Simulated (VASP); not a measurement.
# V (Im-3m) in VASP: a series of runs, part 2 of 2

VASP 6.6.1. Earlier steps stand in the parts before.

## (3) Relaxation of cell and atoms, PBE, collinear spin, ferromagnetic start

This run uses another cell than the first one, of 13.48 Å³/atom, 0.970 times its volume.

The input, INCAR:

```
SYSTEM = V
  ALGO = Normal
  EDIFF = 1E-7
  EDIFFG = -0.005
  ENCUT = 520
  GGA = PE
  IBRION = 2
  ISIF = 3
  ISMEAR = 0
  ISPIN = 2
  LASPH = .True.
  LCHARG = .False.
  LMAXMIX = 4
  LORBIT = 11
  LREAL = .False.
  LWAVE = .False.
  MAGMOM = 2
  NELM = 120
  NSW = 60
  POTIM = 0.3
  PREC = Accurate
  SIGMA = 0.1
```

The input, KPOINTS:

```
k-points
0
Gamma
  20 20 20
  0 0 0
```

The input, POSCAR:

```
V                                       
1.0
   -1.4992777006      1.4992777006      1.4992777006
    1.4992777006     -1.4992777006      1.4992777006
    1.4992777006      1.4992777006     -1.4992777006
  V             
     1
Direct
     0.0000000000000000    0.0000000000000000    0.0000000000000000
```

Potentials or basis: VASP PAW PBE potentials, release 64 (V_sv).

The run is started by

```console
$ cat potpaw_PBE.64/V_sv/POTCAR > POTCAR
$ mpirun -np 1 vasp_std > vasp.out
```

OUTCAR:

```text
SYSTEM = V
   EDIFF = 1E-7
   EDIFFG = -0.005
   ENCUT = 520
   GGA = PE
   IBRION = 2
   ISIF = 3
   ISMEAR = 0
   ISPIN = 2
   LASPH = .True.
   LORBIT = 11
   LREAL = .False.
   NELM = 120
   NSW = 60
   POTIM = 0.3
   PREC = Accurate

 ion  position               nearest neighbor table
   1  0.000  0.000  0.000-

  LATTYP: Found a body centered cubic cell.
 ALAT       =     2.9985554012

  Lattice vectors:

 A1 = (  -1.4992777006,   1.4992777006,   1.4992777006)
 A2 = (   1.4992777006,  -1.4992777006,   1.4992777006)
 A3 = (   1.4992777006,   1.4992777006,  -1.4992777006)

Analysis of symmetry for initial positions (statically):
=====================================================================
 Subroutine PRICEL returns:
 Original cell was already a primitive cell.

 Routine SETGRP: Setting up the symmetry group for a
 body centered cubic supercell.

 Subroutine GETGRP returns: Found 48 space group operations
 (whereof 48 operations were pure point group operations)
 out of a pool of 48 trial point group operations.

The static configuration has the point symmetry O_h .

Analysis of symmetry for dynamics (positions and initial velocities):
=====================================================================
 Subroutine PRICEL returns:
 Original cell was already a primitive cell.

 Routine SETGRP: Setting up the symmetry group for a
 body centered cubic supercell.

 Subroutine GETGRP returns: Found 48 space group operations
 (whereof 48 operations were pure point group operations)
 out of a pool of 48 trial point group operations.

The dynamic configuration has the point symmetry O_h .

Analysis of structural, dynamic, and magnetic symmetry:
=====================================================================
 Subroutine PRICEL returns:
 Original cell was already a primitive cell.

 Routine SETGRP: Setting up the symmetry group for a
 body centered cubic supercell.

 Subroutine GETGRP returns: Found 48 space group operations
 (whereof 48 operations were pure point group operations)
[... 153 lines left out ...]

 val. band max:        9.6924863750   @ k =  -0.3000   0.3000   0.1500
 cond. band min:       9.6961984281   @ k =   0.1000   0.0500   0.0500
 fundamental gap:      0.0037120531
 Fermi energy:         9.6932214491

 spin component 1

 k-point     1 :       0.0000    0.0000    0.0000
  band No.  band energies     occupation
      1     -54.0275      1.00000
      2     -27.3294      1.00000
      3     -27.3294      1.00000
      4     -27.3294      1.00000
      5       3.1121      1.00000
      6      10.1062      0.00000
      7      10.1062      0.00000
      8      10.1062      0.00000
      9      12.1134      0.00000
     10      12.1134      0.00000
     11      30.1778      0.00000
[... 310 lines left out ...]
  band No.  band energies     occupation
      1     -53.8913      1.00000
      2     -27.9338      1.00000
      3     -27.5236      1.00000
      4     -27.3637      1.00000
      5       6.1202      1.00000
      6       9.0455      1.00000
      7       9.4196      0.99995
      8      11.7380      0.00000
      9      12.3990      0.00000
     10      12.6591      0.00000
     11      24.2895      0.00000

 [... further k-points ...]

 spin component 2

 k-point     1 :       0.0000    0.0000    0.0000
  band No.  band energies     occupation
      1     -54.0274      1.00000
      2     -27.3292      1.00000
      3     -27.3292      1.00000
      4     -27.3292      1.00000
      5       3.1122      1.00000
      6      10.1064      0.00000
      7      10.1064      0.00000
      8      10.1064      0.00000
      9      12.1135      0.00000
     10      12.1135      0.00000
     11      30.1779      0.00000
[... 310 lines left out ...]
  band No.  band energies     occupation
      1     -53.8912      1.00000
      2     -27.9336      1.00000
      3     -27.5235      1.00000
      4     -27.3636      1.00000
      5       6.1204      1.00000
      6       9.0457      1.00000
      7       9.4197      0.99995
      8      11.7382      0.00000
      9      12.3991      0.00000
     10      12.6592      0.00000
     11      24.2896      0.00000

 [... further k-points ...]
[... 5 lines left out ...]
  --------------------------------------------------------------------------------------
  -------------------------------------------------------------------------------------
  Total       -0.0047947     -0.0047947     -0.0047947      0.0000000      0.0000000      0.0000000
  in kB       -0.5698533     -0.5698533     -0.5698533      0.0000000      0.0000000      0.0000000
  external PRESSURE =      -0.5698533 kB  Pullay stress =       0.0000000 kB

 VOLUME and BASIS-vectors are now :
 -----------------------------------------------------------------------------
  energy-cutoff  :      520.00
  volume of cell :       13.48
      direct lattice vectors                 reciprocal lattice vectors
    -1.499277701  1.499277701  1.499277701     0.000000000  0.333493922  0.333493922
     1.499277701 -1.499277701  1.499277701     0.333493922  0.000000000  0.333493922
     1.499277701  1.499277701 -1.499277701     0.333493922  0.333493922  0.000000000

 POSITION                                       TOTAL-FORCE (eV/Angst)
 -----------------------------------------------------------------------------------
      0.00000      0.00000      0.00000         0.000000      0.000000     -0.000000
 -----------------------------------------------------------------------------------
    total drift:                                0.000000     -0.000000      0.000000

  FREE ENERGIE OF THE ION-ELECTRON SYSTEM (eV)
  ---------------------------------------------------
  free  energy   TOTEN  =        -8.9967711152 eV

  energy  without entropy=       -8.9879866490  energy(sigma->0) =       -8.99237888

 reached required accuracy - stopping structural energy minimisation

 total charge

# of ion       s       p       d       tot
------------------------------------------
    1        2.341   6.222   3.086  11.649

 magnetization (x)

# of ion       s       p       d       tot
------------------------------------------
    1        0.000   0.000   0.000   0.000
```

OSZICAR:

```text
N       E                     dE             d eps       ncg     rms          rms(c)
DAV:   1     0.892726377172E+02    0.89273E+02   -0.72133E+03 11288   0.129E+03
DAV:   2    -0.848544315982E+01   -0.97758E+02   -0.95261E+02 11435   0.347E+02
DAV:   3    -0.980405991692E+01   -0.13186E+01   -0.13096E+01 12248   0.479E+01
DAV:   4    -0.981106799522E+01   -0.70081E-02   -0.70079E-02 12682   0.375E+00
DAV:   5    -0.981115851742E+01   -0.90522E-04   -0.90521E-04 12686   0.402E-01    0.198E+01
DAV:   6    -0.896892767216E+01    0.84223E+00   -0.42028E+00 11807   0.306E+01    0.282E+00
DAV:   7    -0.899243432822E+01   -0.23507E-01   -0.18649E-01 12185   0.496E+00    0.217E+00
DAV:   8    -0.899904290234E+01   -0.66086E-02   -0.75633E-03 12164   0.140E+00    0.829E-01
DAV:   9    -0.899658882262E+01    0.24541E-02   -0.19063E-03 12221   0.690E-01    0.216E-01
DAV:  10    -0.899674900133E+01   -0.16018E-03   -0.95840E-04 11696   0.398E-01    0.331E-02
DAV:  11    -0.899676921285E+01   -0.20212E-04   -0.31596E-05 12203   0.868E-02    0.213E-02
DAV:  12    -0.899677146969E+01   -0.22568E-05   -0.37487E-06 11930   0.255E-02    0.624E-03
DAV:  13    -0.899677103921E+01    0.43048E-06   -0.63956E-07 12218   0.853E-03    0.123E-03
DAV:  14    -0.899677111519E+01   -0.75986E-07   -0.12380E-08  6169   0.146E-03
   1 F= -.89967711E+01 E0= -.89923789E+01  d E =-.899677E+01  mag=     0.0001
```

It took 35 s on 1 thread of Intel Xeon Platinum 8559C (Emerald Rapids), shared host; peak memory 0.18 GiB.

What came out:

| Quantity | Value |
| --- | --- |
| Free energy | -8.9968 eV |
| Pressure after relaxing | -0.1 GPa |
| Band gap on the k mesh | none (metal or under the smearing width) |
| Net moment | 0.00 μB per cell |
| Valence electrons inside the program's atomic spheres | V 11.65 |

Final structure:
```yaml
crystal:
  lattice:
    - [-1.49928, 1.49928, 1.49928]
    - [1.49928, -1.49928, 1.49928]
    - [1.49928, 1.49928, -1.49928]
  atoms:
    - { symbol: V, position: [0.00000, 0.00000, 0.00000] }
```

Levels at points of the mesh, in eV from the Fermi level:
Spin up:
```
           k point  band 3  band 4  band 5  band 6  band 7  band 8  band 9  band 10  band 11
(0.00, 0.00, 0.00)  -37.02  -37.02   -6.58    0.41    0.41    0.41    2.42     2.42    20.48
(0.50, 0.00, 0.00)  -37.30  -37.03   -3.17   -1.12    1.64    2.42    2.78     4.11    10.16
(0.50, 0.50, 0.50)  -37.63  -37.63   -2.99   -2.99    3.72    3.72    3.72    10.20    10.20
```
Spin down:
```tsv
k point	band 5	band 6	band 7	band 8	band 9	band 10
(0.00, 0.00, 0.00)	-6.58	0.41	0.41	0.41	2.42	2.42
(0.50, 0.00, 0.00)	-3.17	-1.12	1.64	2.42	2.78	4.11
(0.50, 0.50, 0.50)	-2.99	-2.99	3.72	3.72	3.72	10.20
```

Caveat: the relaxation stopped at its first step, so nothing moved.
